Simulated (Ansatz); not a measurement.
**BN: input, output and frames of a trajectory**

The calculation used DFT PBE+D3(BJ), scalar-relativistic, plane waves, PAW (Ansatz 0.2.0). Settings: plane waves to 420 eV, k-mesh 2×2×2 (shifted by 0.5, 0.5, 0.5 steps), Fermi–Dirac smearing 0.1 eV. The mesh is coarse. No spin polarisation.

18 atoms, starting at 1.04 times the perfect crystal's volume (space group Fmm2, the cell as given, not relaxed at this level); Langevin thermostat at 1200 K (friction 0.02 fs⁻¹), fixed cell; 111 steps of 1.5 fs. The run is short and not equilibrated.

The calculation finished and met its thresholds.

Time: 99 s on 4 threads of Intel(R) Xeon(R) Platinum 8488C (Sapphire Rapids), on a shared host, peak memory 0.58 GiB.

Command:
```bash
ansatz run input.yaml --threads 4 --pin off --max-ram 5120MiB --backend cpu --events-out ev --progress --plain --runs-dir out
```

Input:
```yaml
crystal:
  lattice:
    - [1.2681028322, -3.5413121025, 4.3891914187]
    - [-1.2681028322, -3.5413121025, -4.3891914187]
    - [5.072411329, 3.5413121025, -2.1945957093]
  atoms:
    - { symbol: B, position: [0.6666828833, 0.2221951944, 0.8888780778] }
    - { symbol: B, position: [0.33334955, 0.4444174167, 0.7777669667] }
    - { symbol: B, position: [1.62167e-05, 0.9999729722, 0.9999891889] }
    - { symbol: B, position: [0.33334955, 0.77775075, 0.1111003] }
    - { symbol: B, position: [1.62167e-05, 0.3333063056, 0.3333225222] }
    - { symbol: B, position: [0.6666828833, 0.8888618611, 0.5555447444] }
    - { symbol: B, position: [0.33334955, 0.1110840833, 0.4444336333] }
    - { symbol: B, position: [1.62167e-05, 0.6666396389, 0.6666558556] }
    - { symbol: B, position: [0.6666828833, 0.5555285278, 0.2222114111] }
    - { symbol: "N", position: [0.88888378, 0.8518603667, 0.7407441467] }
    - { symbol: "N", position: [0.5555504467, 0.0740825889, 0.6296330356] }
    - { symbol: "N", position: [0.2222171133, 0.6296381444, 0.8518552578] }
    - { symbol: "N", position: [0.5555504467, 0.4074159222, 0.9629663689] }
    - { symbol: "N", position: [0.2222171133, 0.9629714778, 0.1851885911] }
    - { symbol: "N", position: [0.88888378, 0.5185270333, 0.4074108133] }
    - { symbol: "N", position: [0.5555504467, 0.7407492556, 0.2962997022] }
    - { symbol: "N", position: [0.2222171133, 0.2963048111, 0.5185219244] }
    - { symbol: "N", position: [0.88888378, 0.1851937, 0.07407748] }
basis:
  ecutwfc: 420
kpoints:
  mp_grid: { grid: [2, 2, 2], shift: [0.5, 0.5, 0.5] }
hamiltonian:
  xc: pbe
  dispersion: d3bj
scf:
  occupations: { method: fermi_dirac, width: 0.1034 }
  lower_state_search: "off"
  convergence: { dr2_threshold: 1.0e-07 }
output:
  forces: true
  stress: true
md:
  timestep: 1.5
  n_steps: 111
  ensemble: nvt_langevin
  temperature: 1200.0
  initial_velocities: maxwell_boltzmann
  seed: 95312
  friction: 0.02
```

Output (its end):
```
...
SCF converged after 8 iterations
Free energy (F): -4881.106944 eV
Harris-Foulkes:  -4881.106943 eV  (|F-HF|=7.05e-9)
Internal energy: -4881.106944 eV  (E = F + TS)
E sigma→0 (E₀):  -4881.106944 eV
Fermi energy:    6.013080 eV
--- Per-component energies (eV) ---
  E_band       = -216.429107
  E_kinetic    = 1624.227183
  E_local      = -3328.058806  (includes V_loc(G=0)·N_el)
  E_nonlocal   = 516.070716
  E_hartree    = 1097.086596
  E_xc         = -823.078676
  E_vxc        = -1020.733131  (∫ρ·V_xc dr)
  E_paw        = -1858.205183  (= ΣΔE_a)
  E_vpaw       = -202.110379  (= ΣTr[D̂ρ^β])
  E_aug_tail   = 0.000904  (compensation charges beyond the density's cutoff)
  E_ewald      = -2106.849570
  E_disp       = -2.300107  (pairwise vdW)
  E_smearing   = -0.000000  (= −TS)
  E_closure    = -0.000000  (closes the sum)
  Σ components = -4881.106944   (vs F -4881.106944, Δ=0.00e0)
--- Forces (eV/Å), atoms counted from 1 ---
  atom   1  B      1.48150404    -0.97695725     0.55509558
  atom   2  B     -2.59991028     0.37822074    -0.77619838
  atom   3  B      2.34983758     2.32824726    -0.22859499
  atom   4  B      0.88281824    -3.25382147     0.58153184
  atom   5  B     -1.05195451    -0.01909217    -0.74681464
  atom   6  B     -3.45928525    -2.14993407     1.46300076
  atom   7  B      1.01364937     0.73452628     1.87009252
  atom   8  B     -1.04944025    -0.56588864     1.72182047
  atom   9  B     -0.07897983     1.40691136     0.06764131
  atom  10  N      1.55726463     0.99686061     0.33149655
  atom  11  N     -0.99592779     0.49515195    -2.48979788
  atom  12  N      1.49216260    -0.44370397    -4.24002394
  atom  13  N      0.71541880    -0.31902563    -0.32676013
  atom  14  N     -3.62657046    -0.28429823     2.04168977
  atom  15  N      1.58316700     0.15355627    -0.26408606
  atom  16  N      0.86780180     3.14397182     1.17882400
  atom  17  N      3.38522484    -1.17264016     0.70692022
  atom  18  N     -2.46677307    -0.45211837    -1.44583768
  max |Σ_I F_I| component: 3.37e-5 eV/Å
--- Stress (GPa, compression-positive) ---
      -15.075720      -0.308274      -0.840670
       -0.308265      -3.418106      -1.254568
       -0.840660      -1.254571     -12.149956
  P = ⅓ Tr σ = -10.2146 GPa (-102.146 kbar)
--- MD trajectory: 111 steps, t = 0.0 → 166.5 fs ---
  final state: T = 984.6 K   F+E_penalty+E_count = -4881.10694351 eV   E_kin = 2.290804 eV
```

Frames along the run (Å, eV/Å; dE is the potential energy from the first frame):

```xyz
18
Lattice="1.268 -3.541 4.389 -1.268 -3.541 -4.389 5.072 3.541 -2.195" Properties=species:S:1:pos:R:3:forces:R:3 pbc="T T T" time_fs=0.00 dE_eV=0.0000 T_K=1133
B     5.072    0.000    0.000   -0.012    0.000    0.000
B     3.804    0.000   -2.194   -0.012    0.000    0.000
B     3.804    0.000   -6.584   -0.012    0.000    0.000
B     0.000   -3.541   -2.194   -0.012    0.000    0.000
B     1.268    0.000   -2.194   -0.012    0.000    0.000
B     2.536   -3.541   -2.194   -0.012    0.000    0.000
B     2.536    0.000    0.000   -0.012    0.000    0.000
B     2.536    0.000   -4.389   -0.012    0.000    0.000
B     1.268   -3.541    0.000   -0.012    0.000    0.000
N     3.804   -3.541   -1.463    0.012    0.000    0.000
N     3.804    0.000    0.731    0.012    0.000    0.000
N     3.804    0.000   -3.658    0.012    0.000    0.000
N     5.072    0.000   -1.463    0.012    0.000    0.000
N     0.000   -3.541   -3.658    0.012    0.000    0.000
N     2.536   -3.541    0.731    0.012    0.000    0.000
N     1.268   -3.541   -1.463    0.012    0.000    0.000
N     2.536    0.000   -1.463    0.012    0.000    0.000
N     1.268   -3.541    2.926    0.012    0.000    0.000
18
Lattice="1.268 -3.541 4.389 -1.268 -3.541 -4.389 5.072 3.541 -2.195" Properties=species:S:1:pos:R:3:forces:R:3 pbc="T T T" time_fs=15.00 dE_eV=1.5405 T_K=856
B     5.123   -0.091   -0.027   -0.790    1.036    0.024
B     3.814    0.021   -2.227    1.331    0.300   -0.557
B     3.767    0.095   -6.524    0.505   -0.578   -0.301
B    -0.001   -3.493   -2.294    0.828   -0.459    2.957
B     1.290   -0.149   -2.122   -0.089    0.691   -0.025
B     2.529   -3.508   -2.208   -0.683   -0.241    0.783
B     2.579   -0.050   -0.085   -0.001    1.145    1.102
B     2.554   -0.053   -4.311   -1.599    0.321    1.282
B     1.257   -3.652    0.036    1.869   -0.438   -1.177
N     3.742   -3.381   -1.317    1.239   -0.606   -4.474
N     3.818    0.026    0.660    1.179   -0.673    1.976
N     3.832    0.097   -3.666   -0.014   -0.579   -0.873
N     5.085   -0.008   -1.522   -0.376   -0.504    2.631
N     0.057   -3.513   -3.711   -1.825    0.068   -0.361
N     2.548   -3.817    0.870   -0.488    0.756   -3.966
N     1.234   -3.629   -1.466    1.441    0.628   -0.732
N     2.592    0.044   -1.514   -1.225   -0.892    1.260
N     1.289   -3.607    2.972   -1.303    0.024    0.450
18
Lattice="1.268 -3.541 4.389 -1.268 -3.541 -4.389 5.072 3.541 -2.195" Properties=species:S:1:pos:R:3:forces:R:3 pbc="T T T" time_fs=30.00 dE_eV=1.8613 T_K=1168
B     5.130   -0.045   -0.043   -0.519   -1.285    3.377
B     3.871    0.051   -2.193   -1.125   -1.027    1.245
B     3.812    0.075   -6.615    0.276    0.718    3.126
B     0.038   -3.527   -2.198   -0.733    0.205   -0.995
B     1.324   -0.250   -2.121    0.654    0.787    0.022
B     2.577   -3.560   -2.155    1.450    0.723    0.537
B     2.687    0.050    0.040   -3.215    0.065   -0.471
B     2.545   -0.024   -4.299    0.922    0.437   -2.118
B     1.339   -3.752    0.012   -1.097   -0.596   -0.085
N     3.830   -3.258   -1.400   -0.369   -2.076   -0.217
N     3.874   -0.036    0.803    1.272    0.380   -1.726
N     3.810    0.035   -3.596    1.846    0.000   -2.171
N     5.073   -0.133   -1.440    3.254    0.766   -1.534
N     0.038   -3.384   -3.730    0.938   -0.896    2.869
N     2.601   -3.950    0.755   -1.191    1.427    1.314
N     1.320   -3.715   -1.485   -1.197    0.530    1.659
N     2.644    0.038   -1.413   -1.664   -0.559   -1.070
N     1.288   -3.758    2.996    0.498    0.400   -3.761
18
Lattice="1.268 -3.541 4.389 -1.268 -3.541 -4.389 5.072 3.541 -2.195" Properties=species:S:1:pos:R:3:forces:R:3 pbc="T T T" time_fs=45.00 dE_eV=2.2755 T_K=1067
B     5.215   -0.175    0.116   -2.632   -0.123   -2.575
B     3.956   -0.167   -2.088   -1.177    1.408    0.017
B     3.916    0.186   -6.497   -2.004   -1.814   -2.260
B     0.002   -3.644   -2.143    2.426    0.836    0.329
B     1.412   -0.172   -2.224   -0.782    0.269    2.648
B     2.666   -3.619   -2.113   -2.216    0.404   -1.084
B     2.582    0.113    0.131    1.551   -0.926   -0.167
B     2.642    0.134   -4.364   -0.753   -2.229    0.770
B     1.372   -3.834   -0.040    1.094    0.317    1.976
N     3.864   -3.304   -1.417    1.854   -0.035    0.247
N     3.902   -0.088    0.824   -0.029    0.232   -0.656
N     3.869   -0.069   -3.614   -0.033    0.096    1.954
N     5.267   -0.234   -1.417   -2.656   -0.080    0.695
N     0.038   -3.371   -3.560    1.105   -0.164   -0.156
N     2.692   -3.848    0.719   -0.732    1.404    0.054
N     1.329   -3.767   -1.454    0.419    0.014   -0.447
N     2.635    0.091   -1.306    0.374   -1.338   -3.646
N     1.336   -3.795    2.970    4.189    1.728    2.300
18
Lattice="1.268 -3.541 4.389 -1.268 -3.541 -4.389 5.072 3.541 -2.195" Properties=species:S:1:pos:R:3:forces:R:3 pbc="T T T" time_fs=60.00 dE_eV=2.6613 T_K=1180
B     5.287   -0.299    0.076   -0.060    2.651    0.685
B     3.841   -0.205   -2.004    6.226   -0.123   -3.336
B     3.976    0.114   -6.541   -0.320   -0.033    2.786
B     0.133   -3.520   -2.063   -0.060   -2.259    0.880
B     1.399   -0.021   -2.187    0.559    0.419   -1.554
B     2.667   -3.548   -2.140    1.119   -1.290    0.883
B     2.670   -0.029    0.062    0.066    0.420    0.602
B     2.747   -0.140   -4.325   -1.430    1.775    0.385
B     1.423   -3.881    0.004   -0.673    1.854    1.887
N     3.952   -3.431   -1.389    0.860   -0.877   -0.873
N     3.999   -0.110    0.804   -1.276   -0.100   -1.261
N     3.945   -0.164   -3.459    0.296    0.448   -3.223
N     5.216   -0.264   -1.369    0.062   -1.022   -0.002
N     0.129   -3.395   -3.507    1.154   -0.161   -2.143
N     2.664   -3.550    0.697    0.610   -1.827    2.167
N     1.429   -3.852   -1.410   -0.839    1.500   -1.464
N     2.643   -0.005   -1.492   -2.540   -0.050    6.015
N     1.535   -3.538    3.038   -3.755   -1.325   -2.432
18
Lattice="1.268 -3.541 4.389 -1.268 -3.541 -4.389 5.072 3.541 -2.195" Properties=species:S:1:pos:R:3:forces:R:3 pbc="T T T" time_fs=75.00 dE_eV=1.9861 T_K=1176
B     5.205   -0.041    0.092   -1.009   -0.897   -0.255
B     4.034   -0.165   -2.111   -4.665   -0.858   -0.376
B     4.130   -0.002   -6.527   -3.873   -0.198    0.411
B     0.199   -3.709   -2.034    0.508    0.051   -1.168
B     1.406    0.077   -2.142    0.482   -1.478    1.567
B     2.793   -3.767   -2.088   -2.503    1.176   -0.101
B     2.709   -0.118    0.135    0.323    0.419   -1.598
B     2.683   -0.141   -4.323    0.863    0.157    1.080
B     1.335   -3.550    0.168    4.091   -1.567   -1.863
N     4.016   -3.644   -1.369    1.601   -0.275   -0.973
N     3.968   -0.165    0.797    0.716   -0.220    2.444
N     3.999   -0.310   -3.591   -1.318    1.150    1.396
N     5.199   -0.191   -1.353    0.412    1.246    0.973
N     0.244   -3.510   -3.513   -1.414   -0.692    0.002
N     2.697   -3.531    0.831   -0.572    0.377   -1.080
N     1.447   -3.746   -1.281    0.610    0.397   -1.427
N     2.635   -0.126   -1.328    2.018    0.645   -1.746
N     1.363   -3.521    2.945    3.731    0.569    2.714
18
Lattice="1.268 -3.541 4.389 -1.268 -3.541 -4.389 5.072 3.541 -2.195" Properties=species:S:1:pos:R:3:forces:R:3 pbc="T T T" time_fs=91.50 dE_eV=2.5662 T_K=1176
B     5.179    0.065    0.157    1.282   -0.984   -2.152
B     3.949   -0.339   -2.089    4.306    1.856   -0.884
B     3.996   -0.117   -6.519   -1.707    0.067    0.607
B     0.197   -3.840   -2.081   -0.685    1.791   -0.143
B     1.485    0.031   -1.967   -0.251   -1.425   -2.067
B     2.721   -3.689   -2.004    0.037    0.688   -1.175
B     2.758   -0.116    0.174    0.325   -0.920   -1.255
B     2.781   -0.152   -4.298   -3.302   -0.539    0.501
B     1.551   -3.478    0.156   -2.715   -0.214   -0.020
N     3.979   -3.736   -1.373    1.874    0.406    1.671
N     3.992   -0.185    0.955   -0.695    0.680   -2.541
N     3.904   -0.445   -3.546    4.705    0.265   -0.371
N     5.270    0.060   -1.396   -1.014   -1.108    1.611
N     0.170   -3.672   -3.624    0.987   -0.598    3.146
N     2.752   -3.544    0.943    1.314    0.503   -1.555
N     1.480   -3.480   -1.348   -1.691   -1.751    1.023
N     2.828   -0.245   -1.334   -5.120    1.195    3.096
N     1.388   -3.470    3.034    2.348    0.090    0.509
18
Lattice="1.268 -3.541 4.389 -1.268 -3.541 -4.389 5.072 3.541 -2.195" Properties=species:S:1:pos:R:3:forces:R:3 pbc="T T T" time_fs=106.50 dE_eV=3.4926 T_K=798
B     5.357    0.011    0.034   -1.806    0.014    4.520
B     4.195   -0.323   -2.069   -5.232    1.122   -1.430
B     3.922   -0.284   -6.461    0.735    1.329    1.864
B     0.184   -3.690   -2.094    1.978   -0.597    0.706
B     1.463   -0.180   -2.050    1.381    1.279   -0.403
B     2.640   -3.578   -2.073    1.226   -0.919    0.105
B     2.706   -0.241    0.054    1.210    1.136    3.472
B     2.694   -0.391   -4.155    2.113    1.436   -2.231
B     1.430   -3.539    0.154    3.723    0.776   -1.403
N     3.871   -3.780   -1.256    2.560   -0.435   -1.809
N     4.049   -0.089    0.789   -1.139    0.043    0.909
N     4.155   -0.495   -3.556   -5.875    0.077    3.128
N     5.303    0.136   -1.359   -0.027   -1.053    0.634
N     0.207   -3.765   -3.481   -1.292   -0.228   -4.134
N     2.773   -3.528    0.886   -2.072   -1.636    0.766
N     1.378   -3.525   -1.282    2.266    0.077   -1.946
N     2.705   -0.210   -1.324    2.953   -1.353   -2.784
N     1.525   -3.568    3.064   -2.703   -1.067    0.035
18
Lattice="1.268 -3.541 4.389 -1.268 -3.541 -4.389 5.072 3.541 -2.195" Properties=species:S:1:pos:R:3:forces:R:3 pbc="T T T" time_fs=121.50 dE_eV=2.4183 T_K=999
B     5.283   -0.100    0.233   -0.122    0.973   -3.685
B     3.996   -0.090   -2.120    4.340   -1.044    1.337
B     3.965   -0.366   -6.377    0.947    0.800   -1.733
B     0.263   -3.726   -2.076   -2.250   -1.489    0.487
B     1.471   -0.179   -2.084   -0.280   -0.561    1.781
B     2.747   -3.639   -2.115    0.159   -1.046    1.946
B     2.780   -0.190    0.077   -1.859    0.940   -0.376
B     2.753   -0.414   -4.247   -0.163    0.709    0.758
B     1.563   -3.514    0.106   -3.234   -1.199    0.856
N     3.989   -3.942   -1.327   -1.204    0.535    0.771
N     3.978    0.016    0.861    0.564   -0.933   -0.664
N     4.011   -0.523   -3.452    1.558    1.981   -4.361
N     5.320    0.066   -1.310   -0.132   -0.320   -0.494
N     0.157   -3.729   -3.538    2.916   -0.469    0.318
N     2.749   -3.661    0.884    1.259   -0.240   -1.300
N     1.512   -3.673   -1.365   -0.017    1.015    0.768
N     2.824   -0.245   -1.447   -4.905    0.455    4.694
N     1.425   -3.795    3.136    2.422   -0.107   -1.101
18
Lattice="1.268 -3.541 4.389 -1.268 -3.541 -4.389 5.072 3.541 -2.195" Properties=species:S:1:pos:R:3:forces:R:3 pbc="T T T" time_fs=136.50 dE_eV=2.2201 T_K=1138
B     5.224   -0.128    0.139    0.972    0.168    0.585
B     4.040   -0.085   -2.100   -1.270   -1.548    0.413
B     4.029   -0.363   -6.490    0.845   -0.516    0.988
B     0.219   -3.911   -2.111    1.691    1.714    2.055
B     1.478   -0.190   -2.044    0.005   -1.468   -1.014
B     2.875   -3.936   -2.036   -4.951    2.266   -1.380
B     2.655   -0.050    0.153    5.344   -0.788   -0.037
B     2.715   -0.410   -4.324    1.505    0.530    2.053
B     1.500   -3.723    0.136   -0.644    0.023   -0.630
N     4.047   -4.100   -1.345    2.121    0.086   -0.202
N     4.025    0.029    0.953   -0.290   -1.401   -2.103
N     4.023   -0.285   -3.612   -0.630    0.010    2.179
N     5.284   -0.029   -1.320   -0.271   -0.354   -0.849
N     0.267   -3.795   -3.526   -4.926   -0.587    0.095
N     2.762   -3.788    0.824    0.032    0.185    1.778
N     1.535   -3.777   -1.322   -0.900   -1.396   -0.491
N     2.696   -0.279   -1.259    2.184    1.983   -2.948
N     1.475   -3.885    3.048   -0.816    1.093   -0.493
18
Lattice="1.268 -3.541 4.389 -1.268 -3.541 -4.389 5.072 3.541 -2.195" Properties=species:S:1:pos:R:3:forces:R:3 pbc="T T T" time_fs=151.50 dE_eV=2.3685 T_K=1062
B     5.364   -0.072    0.171   -1.739   -1.597   -2.503
B     3.944   -0.268   -2.022    2.221    2.361   -0.541
B     4.150   -0.413   -6.457   -2.373    0.450    0.590
B     0.223   -3.789   -2.004   -0.301    0.513   -1.799
B     1.448   -0.336   -2.059    1.980    0.850   -0.017
B     2.707   -4.055   -2.059    3.583    1.892    0.137
B     2.899   -0.001    0.180   -3.490   -1.733   -0.972
B     2.796   -0.307   -4.179    0.027   -0.480   -2.894
B     1.439   -3.907    0.146    0.787    0.124    0.162
N     4.111   -4.113   -1.318   -1.398    0.844    0.526
N     4.118   -0.066    0.865   -0.769   -0.573    2.794
N     4.049   -0.021   -3.477   -1.207   -2.048   -0.252
N     5.246   -0.169   -1.355    1.522   -0.423    1.875
N     0.302   -3.758   -3.519    0.349    0.233    1.074
N     2.764   -3.930    0.862   -0.759    0.269    0.769
N     1.462   -3.984   -1.315    0.724   -0.203    0.099
N     2.748   -0.134   -1.277   -1.100   -0.693   -0.867
N     1.482   -3.894    3.030    1.943    0.214    1.820
18
Lattice="1.268 -3.541 4.389 -1.268 -3.541 -4.389 5.072 3.541 -2.195" Properties=species:S:1:pos:R:3:forces:R:3 pbc="T T T" time_fs=166.50 dE_eV=2.8517 T_K=985
B     5.353   -0.208    0.217    1.482   -0.977    0.555
B     4.114   -0.124   -1.925   -2.600    0.378   -0.776
B     4.046   -0.488   -6.363    2.350    2.328   -0.229
B     0.238   -3.601   -2.018    0.883   -3.254    0.582
B     1.530   -0.239   -2.006   -1.052   -0.019   -0.747
B     2.878   -3.874   -2.036   -3.459   -2.150    1.463
B     2.796   -0.183    0.120    1.014    0.735    1.870
B     2.798   -0.263   -4.189   -1.049   -0.566    1.722
B     1.503   -4.119    0.143   -0.079    1.407    0.068
N     4.056   -4.076   -1.244    1.557    0.997    0.331
N     4.118   -0.181    0.955   -0.996    0.495   -2.490
N     4.019    0.001   -3.352    1.492   -0.444   -4.240
N     5.341   -0.295   -1.237    0.715   -0.319   -0.327
N     0.328   -3.725   -3.516   -3.627   -0.284    2.042
N     2.741   -3.936    0.910    1.583    0.154   -0.264
N     1.474   -4.204   -1.359    0.868    3.144    1.179
N     2.740   -0.033   -1.301    3.385   -1.173    0.707
N     1.586   -3.872    3.176   -2.467   -0.452   -1.446
```